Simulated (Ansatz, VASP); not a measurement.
## Ca in VASP and in Ansatz

```
CELL_PARAMETERS angstrom
1.63761 -0.94548 5.33895
0.00000 1.89095 5.33895
-1.63761 -0.94548 5.33895
ATOMIC_POSITIONS crystal
Ca 0.25000 0.25000 0.25000
Ca 0.75000 0.75000 0.75000
```

Alike in both runs: functional PBE; k mesh 11 × 11 × 11; occupations fermi-dirac, width 0.05 eV; no spin polarisation.

Ansatz relaxed the structure, and its values are those at the end. VASP's run is a single point on that final structure, the one shown.

|  | VASP | Ansatz |
| --- | --- | --- |
| version | VASP 6.6.1 | Ansatz 0.2.0 |
| potentials or method | VASP PAW PBE potentials, release 64 (Ca_sv) | PAW with Ansatz's default frozen-core files, scalar-relativistic |
| plane-wave cutoff (eV) | 520 | 420 |
| valence electrons in the cell | 20 | 20 |

```csv
,VASP,Ansatz,Ansatz less VASP
pressure (GPa),21.0,21.0,-0.04
```

Caveats: so large a pressure means that the cell lies far from this level's equilibrium, or that cutoff or potentials fall short (VASP).
